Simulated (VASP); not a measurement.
Input of a VASP 6.6.1 run:

The input INCAR:

```
ALGO = Fast ; EDIFF = 1E-6
EDIFFG = -0.04 ; ENCUT = 600
GGA = PE ; IBRION = 2
ISIF = 3 ; ISMEAR = 0
LASPH = T ; LCHARG = F
LREAL = F ; LWAVE = F
NELM = 100 ; NSW = 60
PREC = Accurate ; SIGMA = 0.1
```

The input KPOINTS:

```
k-points
0
Gamma
  8 8 8
```

POSCAR

```
GaN
1.0
    0.0000000000      1.9925000000      1.9925000000
    1.9925000000      0.0000000000      1.9925000000
    1.9925000000      1.9925000000      0.0000000000
Ga N
1 1
Direct
    0.5000000000      0.5000000000      0.5000000000
    0.0000000000      0.0000000000      0.0000000000
```

Potentials or basis: VASP PAW PBE potentials, release 64 (Ga_d, N).

Launch:

```sh
$ cat potpaw_PBE.64/Ga_d/POTCAR potpaw_PBE.64/N/POTCAR > POTCAR
$ mpirun -np 1 vasp_std > vasp.out
```

What does it give for the relaxed volume?

9.79 Å³/atom.

Estimate the band gap on the k mesh.

0.38 eV, indirect (least direct gap 2.30 eV).

Step by step:
```
step  energy change (eV)  largest force (eV/Å)  pressure (GPa)  volume (Å³)
   1              0.0000                0.0000           70.12        15.82
   2             -0.0145                0.0000          -29.54        25.15
   3             -0.6642                0.0000           -1.95        19.71
   4             -0.6654                0.0000           -0.38        19.57
```

Caveat: the volume moved by over 15 % at a fixed basis, so the end points are rough; the volume moved by +24 % from the deposited cell, more than functionals usually miss. A k mesh can miss the band edges.
